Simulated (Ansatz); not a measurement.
**What moves the field gradients of HfO2?**

Cell of run 1: a structure deposited in the COD, taken as it stands.

```cif
data_HfO2
_symmetry_space_group_name_H-M 'P2_1/c'
_symmetry_Int_Tables_number 14
_cell_length_a 5.1180
_cell_length_b 5.1857
_cell_length_c 5.2841
_cell_angle_alpha 90.000
_cell_angle_beta 99.352
_cell_angle_gamma 90.000
loop_
_atom_site_label
_atom_site_type_symbol
_atom_site_symmetry_multiplicity
_atom_site_Wyckoff_symbol
_atom_site_fract_x
_atom_site_fract_y
_atom_site_fract_z
Hf Hf 4 e 0.2755 0.0397 0.2080
O5 O 4 e 0.4487 0.7581 0.4801
O9 O 4 e 0.0742 0.3316 0.3467
```

One atom of each set is listed.

Relaxed positions (PBE, cell held):

Hf (0.2767, 0.0419, 0.2081)
O5 (0.4466, 0.7584, 0.4803)
O9 (0.0726, 0.3392, 0.3389)

All runs are DFT with Ansatz 0.2.0 (plane waves and PAW, scalar-relativistic unless spin–orbit coupling is named, Γ-centred meshes, Fermi–Dirac smearing where given) in this cell.

Run 1: PBE, atoms as given; 420 eV, 5×5×5 k-points, smearing 0.02 eV.
Run 2: PBE, atoms relaxed; 420 eV, 5×5×5 k-points, smearing 0.02 eV.
Run 3: r2SCAN, at the relaxed atoms; 500 eV, 5×5×5 k-points, smearing 0.02 eV.
Run 4: PBE with spin–orbit coupling, at the relaxed atoms; 420 eV, 5×5×5 k-points, smearing 0.02 eV.

```json
{"run": "1", "Hf V_zz (η)": "12.08 (0.54)", "O5 V_zz (η)": "1.02 (0.80)", "O9 V_zz (η)": "1.25 (0.74)"}
{"run": "2", "Hf V_zz (η)": "?", "O5 V_zz (η)": "?", "O9 V_zz (η)": "?"}
{"run": "3", "Hf V_zz (η)": "12.84 (0.16)", "O5 V_zz (η)": "-1.12 (0.97)", "O9 V_zz (η)": "-1.31 (0.86)"}
{"run": "4", "Hf V_zz (η)": "12.82 (0.16)", "O5 V_zz (η)": "-1.07 (1.00)", "O9 V_zz (η)": "-1.35 (0.87)"}
```

V_zz in 10²¹ V/m².

Task: Estimate the row of run 2.

Result: Hf: 12.69 (0.16); O5: 1.07 (1.00); O9: -1.32 (0.88). It lies nearest to run 4, from whose tensors on these sites it differs by 0.15 at most (largest principal value of the difference, on Hf). Taken one at a time, the positions of the atoms (as given or relaxed) move the tensors on these sites by up to 4.02 (largest principal value of the change, on Hf), the functional (r2SCAN with its higher cutoff) by 0.16 (Hf), spin–orbit coupling by 0.15 (Hf). On some sites the largest principal value moves to another axis from run to run, and the sign of V_zz can flip with it. On O5 η is near 1, so the change of sign is little more than a relabelling of axes.

In run 1 the atoms aren't at the calculated equilibrium (largest force 0.48 eV/Å). The cell isn't the equilibrium one in run 1 (calculated pressure 6 GPa), and the entry's cell may itself be off.
